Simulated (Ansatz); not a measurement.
Take a crystal in which Na has been replaced by Li on all its sites, with the cell rescaled by a rough guess (in some cases also distorted within its space group) and nothing relaxed:

```
Li F
1.0
     0.00000    2.06607    2.06607
     2.06607    0.00000    2.06607
     2.06607    2.06607    0.00000
Li F
1 1
Direct
  0.00000 0.00000 0.00000
  0.50000 0.50000 0.50000
```

Level of theory: Ansatz, DFT PBEsol, scalar-relativistic, plane waves, PAW.

Plane waves to 420 eV, a k mesh through Γ of 10×10×10 on the computed 2-atom cell and Gaussian smearing (0.02 eV); no spin polarisation.

Question: Will this cell want to expand or contract, and how hard?

Answer: The pressure is -5.5 GPa (positive in compression), so the cell would contract.

Question: Is it a metal on this mesh?

Answer: No: the gap is 8.28 eV, the least direct gap 8.28 eV.

Question: What is its energy against the elements in their standard states?

Answer: -2.944 eV/atom at this unrelaxed geometry, with the elements in the same functional.